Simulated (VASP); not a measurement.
The system is Os.

```
Os
1.0
    -1.53192    1.53192    1.53192
     1.53192   -1.53192    1.53192
     1.53192    1.53192   -1.53192
Os
1
Direct
  0.00000 0.00000 0.00000
```

This isn't the form of Os at room conditions, which is hcp.

Base run:

```yaml
Program: VASP 6.6.1
Functional: PBEsol
Potentials_or_basis: VASP PAW PBE potentials, release 64 (Os)
Cutoff: 900 eV
k_mesh: 20 × 20 × 20
Occupations: gaussian, width 0.1 eV
Spin: no spin polarisation
```

Its results: band gap on the k mesh none (metal or under the smearing width); pressure 0.2 GPa.

Question: The run is repeated on the same cell with these changes: functional from PBEsol to r2SCAN; cutoff from 900 eV to 520 eV; further incar settings from ALGO = Fast; EDIFF = 1e-06 to ALGO = Normal; EDIFF = 1e-06. What comes out?

Answer: Band gap on the k mesh none (metal or under the smearing width); pressure 3.9 GPa.

Caveats: the PAW data sets were made with another functional, which shifts forces and pressure a little.
